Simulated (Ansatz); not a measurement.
Runs of Ansatz 0.2.0 on ZrC. The structure is cubic, space group F-43m (No. 216). The conventional cell has a = 5.091 Å, b = 5.091 Å, c = 5.091 Å, α = 90.00°, β = 90.00°, γ = 90.00°. Around Zr (site symmetry -43m) lie 4 C at 2.20 Å. C (site symmetry -43m) has 4 Zr at 2.20 Å as nearest neighbours. The cell was built by a generator and needn't be a form met in nature.

| task | level | cell | cutoff (eV) | points for each segment of the path | gap on the mesh (eV) | pressure (GPa) | relaxed volume (Å³/atom) |
| --- | --- | --- | --- | --- | --- | --- | --- |
| band structure | HF | as given | 420 | 4 | - | (c) | - |
| band structure | HSE06 | as given | 420 | 4 | - | (b) | - |
| band structure | r2SCANh | as given | 500 | 4 | - | -0.4 | - |
| relaxation of cell and atoms | B3LYP | relaxed | 420 | - | 1.95 | 0.0 | 16.78 |
| band structure | r2SCAN50 | as given | 500 | 4 | - | -2.5 | - |
| relaxation of cell and atoms | HF | relaxed | 420 | - | (a) | 0.0 | 17.31 |
| band structure | r2SCAN0 | as given | 500 | 4 | - | -1.2 | - |

Alike in all rows: potentials or basis Ansatz PAW; no spin polarisation; k mesh 5 × 5 × 5; smearing fermi-dirac 0.05 eV; the mesh is coarse, so values aren't converged.

Fill in the values left out.

(a) 7.23; (b) -1.4; (c) 8.3.

Caveats: all runs use coarse meshes; the PAW data sets come from PBE, with cores solved anew for the run's functional, which leaves a small shift of forces and pressure; the thresholds are loose for stress (some runs); odd divisions of the mesh miss points on the zone boundary, where band edges often lie, so the gap on the mesh can be too wide (some runs); the plane-wave basis is chosen anew once the cell has moved, so the energies of steps on either side of that aren't comparable (some runs).

A k mesh can miss the band edges, and the runs leave out spin-orbit coupling on Zr.
